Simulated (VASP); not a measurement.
# C (Fd-3m) in VASP: further runs

Aim: see how the results for C move with the level of theory and the settings. Levels: PBE, HF, LDA. Tasks: single point, relaxation of cell and atoms.

Everything below comes from runs of VASP 6.6.1. Logs are shortened: lines on timing, memory, paths and dates and some standing lists are left out, and cuts for length are marked.

## 1. The structure

The structure is cubic, space group Fd-3m (No. 227). Conventional cell: a = 3.567 Å, b = 3.567 Å, c = 3.567 Å, α = 90.00°, β = 90.00°, γ = 90.00°. Around C (site symmetry -43m) lie 4 C at 1.54 Å.

This isn't the form of C at room conditions, which is graphite.

## 2. Single point, PBE

File INCAR:

```
PREC = Accurate
ENCUT = 520
EDIFF = 1E-6
ISMEAR = 0
SIGMA = 0.027000000000000003
LREAL = False
LASPH = True
NELM = 100
ALGO = Normal
ISIF = 2
LWAVE = False
LCHARG = True
GGA = PE
LELF = True
LVHAR = True
NBANDS = 11
```

File KPOINTS:

```
Automatic mesh
0
Gamma
  13 13 13
```

File POSCAR:

```
C
1.0
    0.0000000000      1.7833700000      1.7833700000
    1.7833700000      0.0000000000      1.7833700000
    1.7833700000      1.7833700000      0.0000000000
C
2
Direct
    0.7500000000      0.7500000000      0.7500000000
    0.5000000000      0.5000000000      0.5000000000
```

Potentials or basis: VASP PAW PBE potentials, release 64 (C).

The run is started by

```console
$ cat potpaw_PBE.64/C/POTCAR > POTCAR
$ mpirun -np 1 vasp_std > vasp.out
```

OUTCAR:

```text
PREC = Accurate
   ENCUT = 520
   EDIFF = 1E-6
   ISMEAR = 0
   LREAL = False
   LASPH = True
   NELM = 100
   ISIF = 2
   GGA = PE

 ion  position               nearest neighbor table
   1  0.750  0.750  0.750-   2 1.54   2 1.54   2 1.54   2 1.54
   2  0.500  0.500  0.500-   1 1.54   1 1.54   1 1.54   1 1.54

  LATTYP: Found a face centered cubic cell.
 ALAT       =     3.5667400000

  Lattice vectors:

 A1 = (   0.0000000000,   1.7833700000,   1.7833700000)
 A2 = (   1.7833700000,   0.0000000000,   1.7833700000)
 A3 = (   1.7833700000,   1.7833700000,   0.0000000000)

Analysis of symmetry for initial positions (statically):
=====================================================================
 Subroutine PRICEL returns:
 Original cell was already a primitive cell.

 Routine SETGRP: Setting up the symmetry group for a
 face centered cubic supercell.

 Subroutine GETGRP returns: Found 48 space group operations
 (whereof 24 operations were pure point group operations)
 out of a pool of 48 trial point group operations.

The static configuration has the point symmetry T_d .
 The point group associated with its full space group is O_h .

Analysis of symmetry for dynamics (positions and initial velocities):
=====================================================================
 Subroutine PRICEL returns:
 Original cell was already a primitive cell.

 Routine SETGRP: Setting up the symmetry group for a
 face centered cubic supercell.

 Subroutine GETGRP returns: Found 48 space group operations
 (whereof 24 operations were pure point group operations)
 out of a pool of 48 trial point group operations.

The dynamic configuration has the point symmetry T_d .
 The point group associated with its full space group is O_h .

 Subroutine INISYM returns: Found 48 space group operations
 (whereof 24 operations are pure point group operations),
 and found     1 'primitive' translations

----------------------------------------------------------------------------------------

                                     Primitive cell

  volume of cell :      11.3437

  direct lattice vectors                    reciprocal lattice vectors
     0.000000000  1.783370000  1.783370000    -0.280368067  0.280368067  0.280368067
     1.783370000  0.000000000  1.783370000     0.280368067 -0.280368067  0.280368067
     1.783370000  1.783370000  0.000000000     0.280368067  0.280368067 -0.280368067

  length of vectors
     2.522066041  2.522066041  2.522066041     0.485611737  0.485611737  0.485611737

  position of ions in fractional coordinates (direct lattice)
     0.750000000  0.750000000  0.750000000
     0.500000000  0.500000000  0.500000000

  ion indices of the primitive-cell ions
   primitive index   ion index
                 1           1
                 2           2

----------------------------------------------------------------------------------------

 KPOINTS: Automatic mesh

Automatic generation of k-mesh.
 Grid dimensions read from file:
 generate k-points for:   13   13   13

 Generating k-lattice:

  Cartesian coordinates                     Fractional coordinates (reciprocal lattice)
    -0.021566774  0.021566774  0.021566774     0.076923077  0.000000000  0.000000000
     0.021566774 -0.021566774  0.021566774     0.000000000  0.076923077  0.000000000
     0.021566774  0.021566774 -0.021566774     0.000000000  0.000000000  0.076923077

  Length of vectors
     0.037354749  0.037354749  0.037354749

  Shift w.r.t. Gamma in fractional coordinates (k-lattice)
     0.000000000  0.000000000  0.000000000

 Subroutine IBZKPT returns following result:
 ===========================================

 Found     84 irreducible k-points:

 Following reciprocal coordinates:
            Coordinates               Weight
  0.000000  0.000000  0.000000      1.000000
  0.076923  0.000000  0.000000      8.000000
  0.153846  0.000000  0.000000      8.000000
  0.230769  0.000000  0.000000      8.000000
  0.307692  0.000000  0.000000      8.000000
  0.384615  0.000000  0.000000      8.000000
[... 16 lines left out ...]
  0.384615  0.153846  0.000000     24.000000
  0.461538  0.153846  0.000000     24.000000
 [... further k-points ...]
   k-points           NKPTS =     84   k-points in BZ     NKDIM =     84   number of bands    NBANDS=     11
   number of dos      NEDOS =    301   number of ions     NIONS =      2
   total plane-waves  NPLWV =   8000
   dimension x,y,z NGX =    20 NGY =   20 NGZ =   20
   dimension x,y,z NGXF=    40 NGYF=   40 NGZF=   40
   ions per type =               2
   NGX,Y,Z   is equivalent  to a cutoff of  13.18, 13.18, 13.18 a.u.
   NGXF,Y,Z  is equivalent  to a cutoff of  26.37, 26.37, 26.37 a.u.
 SYSTEM =  unknown system
   PREC   = accura    normal or accurate (medium, high low for compatibility)
   ISTART =      0    job   : 0-new  1-cont  2-samecut
   ICHARG =      2    charge: 1-file 2-atom 10-const
   ISPIN  =      1    spin polarized calculation?
   LNONCOLLINEAR =      F non collinear calculations
   LSORBIT =      F    spin-orbit coupling
   LASPH  =      T    aspherical Exc in radial PAW
   ENCUT  =  520.0 eV  38.22 Ry    6.18 a.u.   4.69  4.69  4.69*2*pi/ulx,y,z
   NELM   =    100;   NELMIN=  2; NELMDL= -5     # of ELM steps
   EDIFF  = 0.1E-05   stopping-criterion for ELM
   LREAL  =      F    real-space projection
   EDIFFG = 0.1E-04   stopping-criterion for IOM
   NSW    =      0    number of steps for IOM
   IBRION =     -1    ionic relax: 0-MD 1-quasi-New 2-CG
   NFREE  =      0    steps in history (QN), initial steepest desc. (CG)
   ISIF   =      2    stress and relaxation
   ISYM   =      2    0-nonsym 1-usesym 2-fastsym
   POTIM  = 0.5000    time-step for ionic-motion
   TEBEG  =    0.0;   TEEND  =   0.0 temperature during run
   PSTRESS=    0.0 pullay stress
   NELECT =       8.0000    total number of electrons
   NUPDOWN=      -1.0000    fix difference up-down
   EMIN   =  10.00;   EMAX   =-10.00  energy-range for DOS
   EFERMI =   0.00;   METHOD = LEGACY
   ISMEAR =     0;   SIGMA  =   0.03  broadening in eV -4-tet -1-fermi 0-gaus
   EFERMI_NEDOS =   21; number of points for ismear=-14 and -15
   IALGO  =     38    algorithm
   IMIX   =      4    mixing-type and parameters
     AMIX     =   0.40;   BMIX     =  1.00
     AMIX_MAG =   1.60;   BMIX_MAG =  1.00
  volume/ion in A,a.u.               =       5.67        38.28
  Fermi-wavevector in a.u.,A,eV,Ry     =   1.457203  2.753714 28.891161  2.123440
  Thomas-Fermi vector in A             =   2.574032
   LORBIT       =      0    0 simple, 1 ext, 2 COOP (PROOUT), +10 PAW based schemes
   GGA     = PE    functional components
   LHFCALC =     F    Hartree Fock is set to
   AEXX    =    0.0000 exact exchange contribution
   IVDW    =     0    specifies the selected vdW correction
   LEPSILON=     F    determine dielectric tensor
   LRPA    =     F    only Hartree local field effects (RPA)
 non-spin polarized calculation
 Gauss-broadening in eV      SIGMA  =   0.03
  energy-cutoff  :      520.00
  volume of cell :       11.34
 maximum number of plane-waves:       322
   NGX =  9   NGY =  9   NGZ =  9

 number of electron       7.9999999 magnetization

 Free energy of the ion-electron system (eV)
  ---------------------------------------------------
  ext. energy  EPLUGINS =         0.00000000
  ---------------------------------------------------
  free energy    TOTEN  =       -18.18525573 eV

  energy without entropy =      -18.18525573  energy(sigma->0) =      -18.18525573

 E-fermi :   9.8941     XC(G=0): -13.2509

 val. band max:        9.7301062733   @ k =   0.0000   0.0000   0.0000
 cond. band min:      13.8718908178   @ k =   0.3846   0.3846   0.0000
 fundamental gap:      4.1417845445
 Fermi energy:         9.8941006824

 k-point     1 :       0.0000    0.0000    0.0000
  band No.  band energies     occupation
      1     -11.7473      2.00000
      2       9.7301      2.00000
      3       9.7301      2.00000
      4       9.7301      2.00000
      5      15.3200      0.00000
      6      15.3200      0.00000
      7      15.3200      0.00000
      8      23.0620      0.00000
      9      29.0239      0.00000
     10      36.2645      0.00000
     11      36.2645      0.00000

 k-point     2 :       0.0769    0.0000    0.0000
  band No.  band energies     occupation
      1     -11.5833      2.00000
      2       8.6648      2.00000
      3       9.4513      2.00000
      4       9.4513      2.00000
      5      15.6850      0.00000
      6      15.6850      0.00000
      7      15.9487      0.00000
      8      23.2029      0.00000
      9      29.3001      0.00000
     10      34.3031      0.00000
     11      34.3031      0.00000

 k-point     3 :       0.1538    0.0000    0.0000
  band No.  band energies     occupation
      1     -11.0932      2.00000
      2       6.3968      2.00000
      3       8.8227      2.00000
      4       8.8227      2.00000
      5      16.5125      0.00000
      6      16.5125      0.00000
      7      16.9738      0.00000
      8      23.6118      0.00000
      9      29.9143      0.00000
     10      32.7178      0.00000
     11      32.7178      0.00000
[... 267 lines left out ...]
 k-point    23 :       0.3846    0.1538    0.0000
  band No.  band energies     occupation
      1      -8.1692      2.00000
      2       0.7340      2.00000
      3       5.8672      2.00000
      4       5.9945      2.00000
      5      16.3807      0.00000
      6      20.4424      0.00000
      7      20.4561      0.00000
      8      22.3879      0.00000
      9      30.9593      0.00000
     10      31.6652      0.00000
     11      36.7103      0.00000

 k-point    24 :       0.4615    0.1538    0.0000
  band No.  band energies     occupation
      1      -6.7339      2.00000
      2      -1.5075      2.00000
      3       5.2987      2.00000
      4       5.8280      2.00000
      5      16.8132      0.00000
      6      20.3145      0.00000
      7      20.6233      0.00000
      8      23.6483      0.00000
      9      30.3377      0.00000
     10      33.0166      0.00000
     11      36.8014      0.00000

 [... further k-points ...]

------------------------ aborting loop because EDIFF is reached ----------------------------------------

  FORCE on cell =-STRESS in cart. coord.  units (eV):
  Direction    XX          YY          ZZ          XY          YZ          ZX
  --------------------------------------------------------------------------------------
  -------------------------------------------------------------------------------------
  Total        0.1739825      0.1739825      0.1739825     -0.0000000     -0.0000000      0.0000000
  in kB       24.5732070     24.5732070     24.5732070     -0.0000000     -0.0000000      0.0000000
  external PRESSURE =      24.5732070 kB  Pullay stress =       0.0000000 kB

 VOLUME and BASIS-vectors are now :
 -----------------------------------------------------------------------------
  energy-cutoff  :      520.00
  volume of cell :       11.34
      direct lattice vectors                 reciprocal lattice vectors
     0.000000000  1.783370000  1.783370000    -0.280368067  0.280368067  0.280368067
     1.783370000  0.000000000  1.783370000     0.280368067 -0.280368067  0.280368067
     1.783370000  1.783370000  0.000000000     0.280368067  0.280368067 -0.280368067

 POSITION                                       TOTAL-FORCE (eV/Angst)
 -----------------------------------------------------------------------------------
      2.67505      2.67505      2.67505         0.000000      0.000000      0.000000
      1.78337      1.78337      1.78337        -0.000000     -0.000000     -0.000000
 -----------------------------------------------------------------------------------
    total drift:                                0.000000     -0.000000      0.000000

  FREE ENERGIE OF THE ION-ELECTRON SYSTEM (eV)
  ---------------------------------------------------
  free  energy   TOTEN  =       -18.1852557273 eV

  energy  without entropy=      -18.1852557273  energy(sigma->0) =      -18.18525573
```

It used 6 s of CPU time on 1 thread of Intel(R) Xeon(R) Platinum 8559C (Emerald Rapids), with other jobs on the host, which was overloaded at the time.

Results:

```
Free energy            : -18.1853 eV
Pressure               : 2.5 GPa
Band gap on the k mesh : 4.14 eV, indirect (least direct gap 5.59 eV)
```

Caveat: an odd mesh through Γ misses points on the zone boundary, where band edges often lie.

[end of part 1 of 2]
